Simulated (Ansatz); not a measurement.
Crystal: MgSi.

```
Si Mg
1.0
     2.90839    0.00000    0.00000
     0.00000    2.90839    0.00000
     0.00000    0.00000    4.10343
Si Mg
1 1
Direct
  0.50000 0.50000 0.50000
  0.00000 0.00000 0.00000
```

The cell comes from a database or a generator and needn't be the stable form of this composition.

| Property | Result |
| --- | --- |
| Program | Ansatz 0.2.0 |
| Task | relaxation of cell and atoms |
| Functional | HSEsol |
| Potentials or basis | Ansatz PAW |
| Cutoff | 420 eV (not typed: the program's choice for these potentials) |
| k mesh | 5 × 5 × 4 |
| Occupations | fermi-dirac, width 0.05 eV |
| Spin | no spin polarisation |

At the start: volume 17.35 Å³/atom.

Q: How do energy, volume and symmetry change on relaxing?

A: It ends after 6 steps and the volume is 16.89 Å³/atom (-2.7 %); space group P4/mmm (No. 123, to 0.05 Å).

Step by step:
```tsv
step	energy change (eV)	largest force (eV/Å)	volume (Å³)
1	0.0000	0.0000	34.71
2	-0.0381	0.0000	33.63
3	-0.0382	0.0000	33.82
4	-0.0382	0.0000	33.78
5	-0.0383	0.0000	33.77
6	-0.0382	0.0000	33.77
```

Final structure:
```xyz
2
Lattice="2.8211 0.0000 0.0000 0.0000 2.8211 0.0000 0.0000 0.0000 4.2437" Properties=species:S:1:pos:R:3 pbc="T T T"
Si    1.4105    1.4105    2.1218
Mg    0.0000    0.0000    0.0000
```

Caveat: the k mesh is coarse (spacing up to 0.43 Å⁻¹), so the values aren't converged, least of all with exact exchange; the plane-wave basis is chosen anew once the cell has moved, so the energies of steps on either side of that aren't comparable; the PAW data sets come from PBE, with cores solved anew for the run's functional, which leaves a small shift of forces and pressure.
